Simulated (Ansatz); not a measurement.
**Structures of Zn₃H: which is lowest?**

Plane-wave DFT in Ansatz with scalar-relativistic PAW potentials, cutoff 420 eV, Γ-centred meshes chosen by cell and gap, Gaussian smearing with energies taken to zero width. Every cell was relaxed (cell and atoms) in a run of its own, within the symmetry of its start. Functional: PBE.

Relaxed structures (starts from databases or built by putting these elements on another compound's sites):
A. Pm-3m, 4 atoms in the computed cell, a = 3.790 Å; sites (symmetry × multiplicity) Zn 4/mm.m × 3, H m-3m × 1; start: built
B. Pm-3n, 8 atoms in the computed cell, a = 4.750 Å; sites (symmetry × multiplicity) Zn -4m.2 × 6, H m-3. × 2; start: built

**Question.** Rank them by energy. Could pressure change the order?

**Answer.**
```csv
structure,group,E − E(lowest) (meV/atom),V (Å³/atom),gap on mesh (eV)
B,Pm-3n,0.0,13.39,0.00
A,Pm-3m,45,13.61,0.00
```

B is lowest, 45 meV/atom under A. The lowest is also the densest of these, so pressure wouldn't bring one of the others in at first order. Other structures may lie lower than all of these, and vibrations aren't counted.